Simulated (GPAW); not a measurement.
Runs of GPAW 26.7.0 on Sn. It takes space group Fd-3m (No. 227, cubic). Conventional cell: a = 6.467 Å, b = 6.467 Å, c = 6.467 Å, α = 90.00°, β = 90.00°, γ = 90.00°. Sn (site symmetry -43m) has 4 Sn at 2.80 Å as nearest neighbours. This isn't the form of Sn at room conditions, which is tetragonal (white tin).

| task | level | potentials or basis | cell | optimizer | fmax | max steps | target pressure | convergence | gap on the mesh (eV) | pressure (GPa) |
| --- | --- | --- | --- | --- | --- | --- | --- | --- | --- | --- |
| relaxation of cell and atoms | PBEsol | PAW data sets generated in the run's folder for this functional, pw | relaxed to 2 GPa | BFGS | 0.02 eV/Å | 60 | 2 GPa | density=1e-05 forces=0.0001 | none | 2.0 |
| relaxation of cell and atoms | PBEsol | PAW data sets generated in the run's folder for this functional, pw | relaxed | BFGS | 0.02 eV/Å | 60 | - | density=1e-05 forces=0.0001 | none | 0.0 |
| relaxation of cell and atoms | PBEsol | PAW data sets generated in the run's folder for this functional, pw | relaxed to 20 GPa | BFGS | 0.02 eV/Å | 60 | 20 GPa | density=1e-05 forces=0.0001 | (a) | 20.0 |
| relaxation of cell and atoms | PBEsol | PAW data sets generated in the run's folder for this functional, pw | relaxed to 5 GPa | BFGS | 0.02 eV/Å | 60 | 5 GPa | density=1e-05 forces=0.0001 | none | 5.0 |
| relaxation of cell and atoms | PBEsol | PAW data sets generated in the run's folder for this functional, pw | relaxed to 30 GPa | BFGS | 0.02 eV/Å | 60 | 30 GPa | density=1e-05 forces=0.0001 | none | 30.0 |
| relaxation of cell and atoms | PBEsol | PAW data sets generated in the run's folder for this functional, pw | relaxed to 10 GPa | BFGS | 0.02 eV/Å | 60 | 10 GPa | density=1e-05 forces=0.0001 | 0.22 | 10.0 |

Alike in all rows: no spin polarisation; k mesh 7 × 7 × 7; cutoff (eV) 600; smearing fermi-dirac 0.05 eV.

Task: Fill in the values left out.

Result: (a) 0.14.

Caveats: later steps reuse the first step's grids; spin-orbit coupling is left out, which moves the levels of the heavy elements (some runs); an odd mesh through Γ misses points on the zone boundary, where band edges often lie (some runs).

A k mesh can miss the band edges, and the runs leave out spin-orbit coupling on Sn.

A gap of «none» marks a metal or a gap under the smearing width.
